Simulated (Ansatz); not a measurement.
# C214N (NV centre in diamond, charge -1, 216-site cell): the cost of one run

Computed with Ansatz 0.2.0 (DFT PBE, scalar-relativistic, plane waves, PAW, and further levels as typed in the inputs, unless a step's input says otherwise).

**1. The structure to begin with**

The structure is trigonal, space group R3m (No. 160). Conventional cell: a = 15.146 Å, b = 15.146 Å, c = 18.550 Å, α = 90.00°, β = 90.00°, γ = 120.00°. C (site symmetry m) is surrounded by 3 C at 1.55 Å. N (site symmetry 3m) has 3 C at 1.55 Å as nearest neighbours. Around C (site symmetry m) lie 4 C at 1.55 Å. Around C (site symmetry 1) lie 4 C at 1.55 Å. C (site symmetry m) is surrounded by 3 C at 1.55 Å and 1 N at 1.55 Å. Only part of the 55 independent sites is listed.

The input asks for a charge of -1 e on the cell.

Structure file:

```cif
data_structure
_symmetry_space_group_name_H-M 'P 1'
_symmetry_Int_Tables_number 1
_cell_length_a 10.7100
_cell_length_b 10.7100
_cell_length_c 10.7100
_cell_angle_alpha 90.000
_cell_angle_beta 90.000
_cell_angle_gamma 90.000
_cell_volume 1228.48
loop_
_atom_site_label
_atom_site_type_symbol
_atom_site_fract_x
_atom_site_fract_y
_atom_site_fract_z
_atom_site_occupancy
C1 C 0.41667 0.41667 0.41667 1
C2 C 0.41667 0.58333 0.25000 1
C3 C 0.58333 0.41667 0.25000 1
N1 N 0.58333 0.58333 0.41667 1
C4 C 0.33333 0.33333 0.33333 1
C5 C 0.33333 0.66667 0.33333 1
C6 C 0.66667 0.33333 0.33333 1
C7 C 0.66667 0.66667 0.33333 1
C8 C 0.33333 0.50000 0.16667 1
C9 C 0.33333 0.50000 0.50000 1
C10 C 0.66667 0.50000 0.16667 1
C11 C 0.66667 0.50000 0.50000 1
C12 C 0.50000 0.33333 0.16667 1
C13 C 0.50000 0.33333 0.50000 1
C14 C 0.50000 0.66667 0.16667 1
C15 C 0.50000 0.66667 0.50000 1
C16 C 0.41667 0.41667 0.08333 1
C17 C 0.41667 0.75000 0.41667 1
C18 C 0.75000 0.41667 0.41667 1
C19 C 0.41667 0.25000 0.25000 1
C20 C 0.41667 0.58333 0.58333 1
C21 C 0.75000 0.58333 0.25000 1
C22 C 0.25000 0.41667 0.25000 1
C23 C 0.58333 0.41667 0.58333 1
C24 C 0.58333 0.75000 0.25000 1
C25 C 0.25000 0.58333 0.41667 1
C26 C 0.58333 0.25000 0.41667 1
C27 C 0.58333 0.58333 0.08333 1
C28 C 0.16667 0.50000 0.33333 1
C29 C 0.50000 0.16667 0.33333 1
C30 C 0.50000 0.50000 0.00000 1
C31 C 0.50000 0.50000 0.66667 1
C32 C 0.50000 0.83333 0.33333 1
C33 C 0.83333 0.50000 0.33333 1
C34 C 0.41667 0.75000 0.08333 1
C35 C 0.75000 0.41667 0.08333 1
C36 C 0.75000 0.75000 0.41667 1
C37 C 0.41667 0.25000 0.58333 1
C38 C 0.75000 0.25000 0.25000 1
C39 C 0.75000 0.58333 0.58333 1
C40 C 0.25000 0.41667 0.58333 1
C41 C 0.25000 0.75000 0.25000 1
C42 C 0.58333 0.75000 0.58333 1
C43 C 0.25000 0.25000 0.41667 1
C44 C 0.25000 0.58333 0.08333 1
C45 C 0.58333 0.25000 0.08333 1
C46 C 0.33333 0.33333 0.00000 1
C47 C 0.33333 0.33333 0.66667 1
C48 C 0.33333 0.66667 0.00000 1
C49 C 0.33333 0.66667 0.66667 1
C50 C 0.66667 0.33333 0.00000 1
C51 C 0.66667 0.33333 0.66667 1
C52 C 0.66667 0.66667 0.00000 1
C53 C 0.66667 0.66667 0.66667 1
C54 C 0.33333 0.16667 0.16667 1
C55 C 0.33333 0.16667 0.50000 1
C56 C 0.33333 0.83333 0.16667 1
C57 C 0.33333 0.83333 0.50000 1
C58 C 0.66667 0.16667 0.16667 1
C59 C 0.66667 0.16667 0.50000 1
C60 C 0.66667 0.83333 0.16667 1
C61 C 0.66667 0.83333 0.50000 1
C62 C 0.16667 0.33333 0.16667 1
C63 C 0.16667 0.33333 0.50000 1
C64 C 0.16667 0.66667 0.16667 1
C65 C 0.16667 0.66667 0.50000 1
C66 C 0.83333 0.33333 0.16667 1
C67 C 0.83333 0.33333 0.50000 1
C68 C 0.83333 0.66667 0.16667 1
C69 C 0.83333 0.66667 0.50000 1
C70 C 0.08333 0.41667 0.41667 1
C71 C 0.41667 0.08333 0.41667 1
C72 C 0.41667 0.41667 0.75000 1
C73 C 0.75000 0.75000 0.08333 1
C74 C 0.08333 0.58333 0.25000 1
C75 C 0.41667 0.58333 0.91667 1
C76 C 0.41667 0.91667 0.25000 1
C77 C 0.75000 0.25000 0.58333 1
C78 C 0.25000 0.75000 0.58333 1
C79 C 0.58333 0.08333 0.25000 1
C80 C 0.58333 0.41667 0.91667 1
C81 C 0.91667 0.41667 0.25000 1
C82 C 0.25000 0.25000 0.08333 1
C83 C 0.58333 0.58333 0.75000 1
C84 C 0.58333 0.91667 0.41667 1
C85 C 0.91667 0.58333 0.41667 1
C86 C 0.16667 0.16667 0.33333 1
C87 C 0.16667 0.50000 0.00000 1
C88 C 0.16667 0.50000 0.66667 1
C89 C 0.16667 0.83333 0.33333 1
C90 C 0.50000 0.16667 0.00000 1
C91 C 0.50000 0.16667 0.66667 1
C92 C 0.50000 0.83333 0.00000 1
C93 C 0.50000 0.83333 0.66667 1
C94 C 0.83333 0.16667 0.33333 1
C95 C 0.83333 0.50000 0.00000 1
C96 C 0.83333 0.50000 0.66667 1
C97 C 0.83333 0.83333 0.33333 1
C98 C 0.08333 0.41667 0.08333 1
C99 C 0.08333 0.75000 0.41667 1
C100 C 0.41667 0.08333 0.08333 1
C101 C 0.41667 0.75000 0.75000 1
C102 C 0.75000 0.08333 0.41667 1
C103 C 0.75000 0.41667 0.75000 1
C104 C 0.08333 0.25000 0.25000 1
C105 C 0.08333 0.58333 0.58333 1
C106 C 0.41667 0.25000 0.91667 1
C107 C 0.41667 0.91667 0.58333 1
C108 C 0.75000 0.58333 0.91667 1
C109 C 0.75000 0.91667 0.25000 1
C110 C 0.25000 0.08333 0.25000 1
C111 C 0.25000 0.41667 0.91667 1
C112 C 0.58333 0.08333 0.58333 1
C113 C 0.58333 0.75000 0.91667 1
C114 C 0.91667 0.41667 0.58333 1
C115 C 0.91667 0.75000 0.25000 1
C116 C 0.25000 0.58333 0.75000 1
C117 C 0.25000 0.91667 0.41667 1
C118 C 0.58333 0.25000 0.75000 1
C119 C 0.58333 0.91667 0.08333 1
C120 C 0.91667 0.25000 0.41667 1
C121 C 0.91667 0.58333 0.08333 1
C122 C 0.00000 0.33333 0.33333 1
C123 C 0.00000 0.66667 0.33333 1
C124 C 0.33333 0.00000 0.33333 1
C125 C 0.66667 0.00000 0.33333 1
C126 C 0.00000 0.50000 0.16667 1
C127 C 0.00000 0.50000 0.50000 1
C128 C 0.33333 0.50000 0.83333 1
C129 C 0.66667 0.50000 0.83333 1
C130 C 0.50000 0.00000 0.16667 1
C131 C 0.50000 0.00000 0.50000 1
C132 C 0.50000 0.33333 0.83333 1
C133 C 0.50000 0.66667 0.83333 1
C134 C 0.08333 0.75000 0.08333 1
C135 C 0.75000 0.08333 0.08333 1
C136 C 0.75000 0.75000 0.75000 1
C137 C 0.08333 0.25000 0.58333 1
C138 C 0.75000 0.25000 0.91667 1
C139 C 0.75000 0.91667 0.58333 1
C140 C 0.25000 0.08333 0.58333 1
C141 C 0.25000 0.75000 0.91667 1
C142 C 0.91667 0.75000 0.58333 1
C143 C 0.25000 0.25000 0.75000 1
C144 C 0.25000 0.91667 0.08333 1
C145 C 0.91667 0.25000 0.08333 1
C146 C 0.16667 0.16667 0.00000 1
C147 C 0.16667 0.16667 0.66667 1
C148 C 0.16667 0.83333 0.00000 1
C149 C 0.16667 0.83333 0.66667 1
C150 C 0.83333 0.16667 0.00000 1
C151 C 0.83333 0.16667 0.66667 1
C152 C 0.83333 0.83333 0.00000 1
C153 C 0.83333 0.83333 0.66667 1
C154 C 0.08333 0.08333 0.41667 1
C155 C 0.08333 0.41667 0.75000 1
C156 C 0.41667 0.08333 0.75000 1
C157 C 0.08333 0.58333 0.91667 1
C158 C 0.08333 0.91667 0.25000 1
C159 C 0.41667 0.91667 0.91667 1
C160 C 0.58333 0.08333 0.91667 1
C161 C 0.91667 0.08333 0.25000 1
C162 C 0.91667 0.41667 0.91667 1
C163 C 0.58333 0.91667 0.75000 1
C164 C 0.91667 0.58333 0.75000 1
C165 C 0.91667 0.91667 0.41667 1
C166 C 0.00000 0.33333 0.00000 1
C167 C 0.00000 0.33333 0.66667 1
C168 C 0.00000 0.66667 0.00000 1
C169 C 0.00000 0.66667 0.66667 1
C170 C 0.33333 0.00000 0.00000 1
C171 C 0.33333 0.00000 0.66667 1
C172 C 0.66667 0.00000 0.00000 1
C173 C 0.66667 0.00000 0.66667 1
C174 C 0.00000 0.16667 0.16667 1
C175 C 0.00000 0.16667 0.50000 1
C176 C 0.00000 0.83333 0.16667 1
C177 C 0.00000 0.83333 0.50000 1
C178 C 0.33333 0.16667 0.83333 1
C179 C 0.33333 0.83333 0.83333 1
C180 C 0.66667 0.16667 0.83333 1
C181 C 0.66667 0.83333 0.83333 1
C182 C 0.16667 0.00000 0.16667 1
C183 C 0.16667 0.00000 0.50000 1
C184 C 0.16667 0.33333 0.83333 1
C185 C 0.16667 0.66667 0.83333 1
C186 C 0.83333 0.00000 0.16667 1
C187 C 0.83333 0.00000 0.50000 1
C188 C 0.83333 0.33333 0.83333 1
C189 C 0.83333 0.66667 0.83333 1
C190 C 0.08333 0.08333 0.08333 1
C191 C 0.08333 0.75000 0.75000 1
C192 C 0.75000 0.08333 0.75000 1
C193 C 0.08333 0.25000 0.91667 1
C194 C 0.08333 0.91667 0.58333 1
C195 C 0.75000 0.91667 0.91667 1
C196 C 0.25000 0.08333 0.91667 1
C197 C 0.91667 0.08333 0.58333 1
C198 C 0.91667 0.75000 0.91667 1
C199 C 0.25000 0.91667 0.75000 1
C200 C 0.91667 0.25000 0.75000 1
C201 C 0.91667 0.91667 0.08333 1
C202 C 0.00000 0.00000 0.33333 1
C203 C 0.00000 0.50000 0.83333 1
C204 C 0.50000 0.00000 0.83333 1
C205 C 0.08333 0.08333 0.75000 1
C206 C 0.08333 0.91667 0.91667 1
C207 C 0.91667 0.08333 0.91667 1
C208 C 0.91667 0.91667 0.75000 1
C209 C 0.00000 0.00000 0.00000 1
C210 C 0.00000 0.00000 0.66667 1
C211 C 0.00000 0.16667 0.83333 1
C212 C 0.00000 0.83333 0.83333 1
C213 C 0.16667 0.00000 0.83333 1
C214 C 0.83333 0.00000 0.83333 1
```

**2. Relaxing the atoms: C214N defect cell, moments +++, charge -1**

File input.yaml:

```yaml
crystal:
  lattice:
    - [10.71, 0.0, 0.0]
    - [0.0, 10.71, 0.0]
    - [0.0, 0.0, 10.71]
  atoms:
    - { symbol: C, position: [0.41666667, 0.41666667, 0.41666667], spin: 0.666667 }
    - { symbol: C, position: [0.41666667, 0.58333333, 0.25], spin: 0.666667 }
    - { symbol: C, position: [0.58333333, 0.41666667, 0.25], spin: 0.666666 }
    - { symbol: "N", position: [0.58333333, 0.58333333, 0.41666667] }
    - { symbol: C, position: [0.33333333, 0.33333333, 0.33333333] }
    - { symbol: C, position: [0.33333333, 0.66666667, 0.33333333] }
    - { symbol: C, position: [0.66666667, 0.33333333, 0.33333333] }
    - { symbol: C, position: [0.66666667, 0.66666667, 0.33333333] }
    - { symbol: C, position: [0.33333333, 0.5, 0.16666667] }
    - { symbol: C, position: [0.33333333, 0.5, 0.5] }
    - { symbol: C, position: [0.66666667, 0.5, 0.16666667] }
    - { symbol: C, position: [0.66666667, 0.5, 0.5] }
    - { symbol: C, position: [0.5, 0.33333333, 0.16666667] }
    - { symbol: C, position: [0.5, 0.33333333, 0.5] }
    - { symbol: C, position: [0.5, 0.66666667, 0.16666667] }
    - { symbol: C, position: [0.5, 0.66666667, 0.5] }
    - { symbol: C, position: [0.41666667, 0.41666667, 0.08333333] }
    - { symbol: C, position: [0.41666667, 0.75, 0.41666667] }
    - { symbol: C, position: [0.75, 0.41666667, 0.41666667] }
    - { symbol: C, position: [0.41666667, 0.25, 0.25] }
    - { symbol: C, position: [0.41666667, 0.58333333, 0.58333333] }
    - { symbol: C, position: [0.75, 0.58333333, 0.25] }
    - { symbol: C, position: [0.25, 0.41666667, 0.25] }
    - { symbol: C, position: [0.58333333, 0.41666667, 0.58333333] }
    - { symbol: C, position: [0.58333333, 0.75, 0.25] }
    - { symbol: C, position: [0.25, 0.58333333, 0.41666667] }
    - { symbol: C, position: [0.58333333, 0.25, 0.41666667] }
    - { symbol: C, position: [0.58333333, 0.58333333, 0.08333333] }
    - { symbol: C, position: [0.16666667, 0.5, 0.33333333] }
    - { symbol: C, position: [0.5, 0.16666667, 0.33333333] }
    - { symbol: C, position: [0.5, 0.5, 0.0] }
    - { symbol: C, position: [0.5, 0.5, 0.66666667] }
    - { symbol: C, position: [0.5, 0.83333333, 0.33333333] }
    - { symbol: C, position: [0.83333333, 0.5, 0.33333333] }
    - { symbol: C, position: [0.41666667, 0.75, 0.08333333] }
    - { symbol: C, position: [0.75, 0.41666667, 0.08333333] }
    - { symbol: C, position: [0.75, 0.75, 0.41666667] }
    - { symbol: C, position: [0.41666667, 0.25, 0.58333333] }
    - { symbol: C, position: [0.75, 0.25, 0.25] }
    - { symbol: C, position: [0.75, 0.58333333, 0.58333333] }
    - { symbol: C, position: [0.25, 0.41666667, 0.58333333] }
    - { symbol: C, position: [0.25, 0.75, 0.25] }
    - { symbol: C, position: [0.58333333, 0.75, 0.58333333] }
    - { symbol: C, position: [0.25, 0.25, 0.41666667] }
    - { symbol: C, position: [0.25, 0.58333333, 0.08333333] }
    - { symbol: C, position: [0.58333333, 0.25, 0.08333333] }
    - { symbol: C, position: [0.33333333, 0.33333333, 0.0] }
    - { symbol: C, position: [0.33333333, 0.33333333, 0.66666667] }
    - { symbol: C, position: [0.33333333, 0.66666667, 0.0] }
    - { symbol: C, position: [0.33333333, 0.66666667, 0.66666667] }
    - { symbol: C, position: [0.66666667, 0.33333333, 0.0] }
    - { symbol: C, position: [0.66666667, 0.33333333, 0.66666667] }
    - { symbol: C, position: [0.66666667, 0.66666667, 0.0] }
    - { symbol: C, position: [0.66666667, 0.66666667, 0.66666667] }
    - { symbol: C, position: [0.33333333, 0.16666667, 0.16666667] }
    - { symbol: C, position: [0.33333333, 0.16666667, 0.5] }
    - { symbol: C, position: [0.33333333, 0.83333333, 0.16666667] }
    - { symbol: C, position: [0.33333333, 0.83333333, 0.5] }
    - { symbol: C, position: [0.66666667, 0.16666667, 0.16666667] }
    - { symbol: C, position: [0.66666667, 0.16666667, 0.5] }
    - { symbol: C, position: [0.66666667, 0.83333333, 0.16666667] }
    - { symbol: C, position: [0.66666667, 0.83333333, 0.5] }
    - { symbol: C, position: [0.16666667, 0.33333333, 0.16666667] }
    - { symbol: C, position: [0.16666667, 0.33333333, 0.5] }
    - { symbol: C, position: [0.16666667, 0.66666667, 0.16666667] }
    - { symbol: C, position: [0.16666667, 0.66666667, 0.5] }
    - { symbol: C, position: [0.83333333, 0.33333333, 0.16666667] }
    - { symbol: C, position: [0.83333333, 0.33333333, 0.5] }
    - { symbol: C, position: [0.83333333, 0.66666667, 0.16666667] }
    - { symbol: C, position: [0.83333333, 0.66666667, 0.5] }
    - { symbol: C, position: [0.08333333, 0.41666667, 0.41666667] }
    - { symbol: C, position: [0.41666667, 0.08333333, 0.41666667] }
    - { symbol: C, position: [0.41666667, 0.41666667, 0.75] }
    - { symbol: C, position: [0.75, 0.75, 0.08333333] }
    - { symbol: C, position: [0.08333333, 0.58333333, 0.25] }
    - { symbol: C, position: [0.41666667, 0.58333333, 0.91666667] }
    - { symbol: C, position: [0.41666667, 0.91666667, 0.25] }
    - { symbol: C, position: [0.75, 0.25, 0.58333333] }
    - { symbol: C, position: [0.25, 0.75, 0.58333333] }
    - { symbol: C, position: [0.58333333, 0.08333333, 0.25] }
    - { symbol: C, position: [0.58333333, 0.41666667, 0.91666667] }
    - { symbol: C, position: [0.91666667, 0.41666667, 0.25] }
    - { symbol: C, position: [0.25, 0.25, 0.08333333] }
    - { symbol: C, position: [0.58333333, 0.58333333, 0.75] }
    - { symbol: C, position: [0.58333333, 0.91666667, 0.41666667] }
    - { symbol: C, position: [0.91666667, 0.58333333, 0.41666667] }
    - { symbol: C, position: [0.16666667, 0.16666667, 0.33333333] }
    - { symbol: C, position: [0.16666667, 0.5, 0.0] }
    - { symbol: C, position: [0.16666667, 0.5, 0.66666667] }
    - { symbol: C, position: [0.16666667, 0.83333333, 0.33333333] }
    - { symbol: C, position: [0.5, 0.16666667, 0.0] }
    - { symbol: C, position: [0.5, 0.16666667, 0.66666667] }
    - { symbol: C, position: [0.5, 0.83333333, 0.0] }
    - { symbol: C, position: [0.5, 0.83333333, 0.66666667] }
    - { symbol: C, position: [0.83333333, 0.16666667, 0.33333333] }
    - { symbol: C, position: [0.83333333, 0.5, 0.0] }
    - { symbol: C, position: [0.83333333, 0.5, 0.66666667] }
    - { symbol: C, position: [0.83333333, 0.83333333, 0.33333333] }
    - { symbol: C, position: [0.08333333, 0.41666667, 0.08333333] }
    - { symbol: C, position: [0.08333333, 0.75, 0.41666667] }
    - { symbol: C, position: [0.41666667, 0.08333333, 0.08333333] }
    - { symbol: C, position: [0.41666667, 0.75, 0.75] }
    - { symbol: C, position: [0.75, 0.08333333, 0.41666667] }
    - { symbol: C, position: [0.75, 0.41666667, 0.75] }
    - { symbol: C, position: [0.08333333, 0.25, 0.25] }
    - { symbol: C, position: [0.08333333, 0.58333333, 0.58333333] }
    - { symbol: C, position: [0.41666667, 0.25, 0.91666667] }
    - { symbol: C, position: [0.41666667, 0.91666667, 0.58333333] }
    - { symbol: C, position: [0.75, 0.58333333, 0.91666667] }
    - { symbol: C, position: [0.75, 0.91666667, 0.25] }
    - { symbol: C, position: [0.25, 0.08333333, 0.25] }
    - { symbol: C, position: [0.25, 0.41666667, 0.91666667] }
    - { symbol: C, position: [0.58333333, 0.08333333, 0.58333333] }
    - { symbol: C, position: [0.58333333, 0.75, 0.91666667] }
    - { symbol: C, position: [0.91666667, 0.41666667, 0.58333333] }
    - { symbol: C, position: [0.91666667, 0.75, 0.25] }
    - { symbol: C, position: [0.25, 0.58333333, 0.75] }
    - { symbol: C, position: [0.25, 0.91666667, 0.41666667] }
    - { symbol: C, position: [0.58333333, 0.25, 0.75] }
    - { symbol: C, position: [0.58333333, 0.91666667, 0.08333333] }
    - { symbol: C, position: [0.91666667, 0.25, 0.41666667] }
    - { symbol: C, position: [0.91666667, 0.58333333, 0.08333333] }
    - { symbol: C, position: [0.0, 0.33333333, 0.33333333] }
    - { symbol: C, position: [0.0, 0.66666667, 0.33333333] }
    - { symbol: C, position: [0.33333333, 0.0, 0.33333333] }
    - { symbol: C, position: [0.66666667, 0.0, 0.33333333] }
    - { symbol: C, position: [0.0, 0.5, 0.16666667] }
    - { symbol: C, position: [0.0, 0.5, 0.5] }
    - { symbol: C, position: [0.33333333, 0.5, 0.83333333] }
    - { symbol: C, position: [0.66666667, 0.5, 0.83333333] }
    - { symbol: C, position: [0.5, 0.0, 0.16666667] }
    - { symbol: C, position: [0.5, 0.0, 0.5] }
    - { symbol: C, position: [0.5, 0.33333333, 0.83333333] }
    - { symbol: C, position: [0.5, 0.66666667, 0.83333333] }
    - { symbol: C, position: [0.08333333, 0.75, 0.08333333] }
    - { symbol: C, position: [0.75, 0.08333333, 0.08333333] }
    - { symbol: C, position: [0.75, 0.75, 0.75] }
    - { symbol: C, position: [0.08333333, 0.25, 0.58333333] }
    - { symbol: C, position: [0.75, 0.25, 0.91666667] }
    - { symbol: C, position: [0.75, 0.91666667, 0.58333333] }
    - { symbol: C, position: [0.25, 0.08333333, 0.58333333] }
    - { symbol: C, position: [0.25, 0.75, 0.91666667] }
    - { symbol: C, position: [0.91666667, 0.75, 0.58333333] }
    - { symbol: C, position: [0.25, 0.25, 0.75] }
    - { symbol: C, position: [0.25, 0.91666667, 0.08333333] }
    - { symbol: C, position: [0.91666667, 0.25, 0.08333333] }
    - { symbol: C, position: [0.16666667, 0.16666667, 0.0] }
    - { symbol: C, position: [0.16666667, 0.16666667, 0.66666667] }
    - { symbol: C, position: [0.16666667, 0.83333333, 0.0] }
    - { symbol: C, position: [0.16666667, 0.83333333, 0.66666667] }
    - { symbol: C, position: [0.83333333, 0.16666667, 0.0] }
    - { symbol: C, position: [0.83333333, 0.16666667, 0.66666667] }
    - { symbol: C, position: [0.83333333, 0.83333333, 0.0] }
    - { symbol: C, position: [0.83333333, 0.83333333, 0.66666667] }
    - { symbol: C, position: [0.08333333, 0.08333333, 0.41666667] }
    - { symbol: C, position: [0.08333333, 0.41666667, 0.75] }
    - { symbol: C, position: [0.41666667, 0.08333333, 0.75] }
    - { symbol: C, position: [0.08333333, 0.58333333, 0.91666667] }
    - { symbol: C, position: [0.08333333, 0.91666667, 0.25] }
    - { symbol: C, position: [0.41666667, 0.91666667, 0.91666667] }
    - { symbol: C, position: [0.58333333, 0.08333333, 0.91666667] }
    - { symbol: C, position: [0.91666667, 0.08333333, 0.25] }
    - { symbol: C, position: [0.91666667, 0.41666667, 0.91666667] }
    - { symbol: C, position: [0.58333333, 0.91666667, 0.75] }
    - { symbol: C, position: [0.91666667, 0.58333333, 0.75] }
    - { symbol: C, position: [0.91666667, 0.91666667, 0.41666667] }
    - { symbol: C, position: [0.0, 0.33333333, 0.0] }
    - { symbol: C, position: [0.0, 0.33333333, 0.66666667] }
    - { symbol: C, position: [0.0, 0.66666667, 0.0] }
    - { symbol: C, position: [0.0, 0.66666667, 0.66666667] }
    - { symbol: C, position: [0.33333333, 0.0, 0.0] }
    - { symbol: C, position: [0.33333333, 0.0, 0.66666667] }
    - { symbol: C, position: [0.66666667, 0.0, 0.0] }
    - { symbol: C, position: [0.66666667, 0.0, 0.66666667] }
    - { symbol: C, position: [0.0, 0.16666667, 0.16666667] }
    - { symbol: C, position: [0.0, 0.16666667, 0.5] }
    - { symbol: C, position: [0.0, 0.83333333, 0.16666667] }
    - { symbol: C, position: [0.0, 0.83333333, 0.5] }
    - { symbol: C, position: [0.33333333, 0.16666667, 0.83333333] }
    - { symbol: C, position: [0.33333333, 0.83333333, 0.83333333] }
    - { symbol: C, position: [0.66666667, 0.16666667, 0.83333333] }
    - { symbol: C, position: [0.66666667, 0.83333333, 0.83333333] }
    - { symbol: C, position: [0.16666667, 0.0, 0.16666667] }
    - { symbol: C, position: [0.16666667, 0.0, 0.5] }
    - { symbol: C, position: [0.16666667, 0.33333333, 0.83333333] }
    - { symbol: C, position: [0.16666667, 0.66666667, 0.83333333] }
    - { symbol: C, position: [0.83333333, 0.0, 0.16666667] }
    - { symbol: C, position: [0.83333333, 0.0, 0.5] }
    - { symbol: C, position: [0.83333333, 0.33333333, 0.83333333] }
    - { symbol: C, position: [0.83333333, 0.66666667, 0.83333333] }
    - { symbol: C, position: [0.08333333, 0.08333333, 0.08333333] }
    - { symbol: C, position: [0.08333333, 0.75, 0.75] }
    - { symbol: C, position: [0.75, 0.08333333, 0.75] }
    - { symbol: C, position: [0.08333333, 0.25, 0.91666667] }
    - { symbol: C, position: [0.08333333, 0.91666667, 0.58333333] }
    - { symbol: C, position: [0.75, 0.91666667, 0.91666667] }
    - { symbol: C, position: [0.25, 0.08333333, 0.91666667] }
    - { symbol: C, position: [0.91666667, 0.08333333, 0.58333333] }
    - { symbol: C, position: [0.91666667, 0.75, 0.91666667] }
    - { symbol: C, position: [0.25, 0.91666667, 0.75] }
    - { symbol: C, position: [0.91666667, 0.25, 0.75] }
    - { symbol: C, position: [0.91666667, 0.91666667, 0.08333333] }
    - { symbol: C, position: [0.0, 0.0, 0.33333333] }
    - { symbol: C, position: [0.0, 0.5, 0.83333333] }
    - { symbol: C, position: [0.5, 0.0, 0.83333333] }
    - { symbol: C, position: [0.08333333, 0.08333333, 0.75] }
    - { symbol: C, position: [0.08333333, 0.91666667, 0.91666667] }
    - { symbol: C, position: [0.91666667, 0.08333333, 0.91666667] }
    - { symbol: C, position: [0.91666667, 0.91666667, 0.75] }
    - { symbol: C, position: [0.0, 0.0, 0.0] }
    - { symbol: C, position: [0.0, 0.0, 0.66666667] }
    - { symbol: C, position: [0.0, 0.16666667, 0.83333333] }
    - { symbol: C, position: [0.0, 0.83333333, 0.83333333] }
    - { symbol: C, position: [0.16666667, 0.0, 0.83333333] }
    - { symbol: C, position: [0.83333333, 0.0, 0.83333333] }
magnetization:
  spin_polarized: true
total_charge: -1
scf:
  occupations: { method: explicit, values: { up: [[1, 1, 1]], down: [[1, 0, 0]] } }
  n_extra_bands: 6
output:
  forces: true
  stress: false
  eigenvalues: true
kpoints:
  mp_grid: { grid: [1, 1, 1] }
hamiltonian:
  xc: pbe
relax:
  f_tol: 0.01
  max_steps: 60
```

Started as:

```
ansatz run input.yaml --threads 8 --pin off --max-ram 18432MiB --backend cpu --events-out ev --progress --plain --runs-dir out
```

What time and memory should one allow on 8 threads of Intel Xeon Platinum 8259CL at 2.50GHz (Skylake/Cascade Lake), shared host?

About 1.8 min, with a peak of 3.4 GiB.
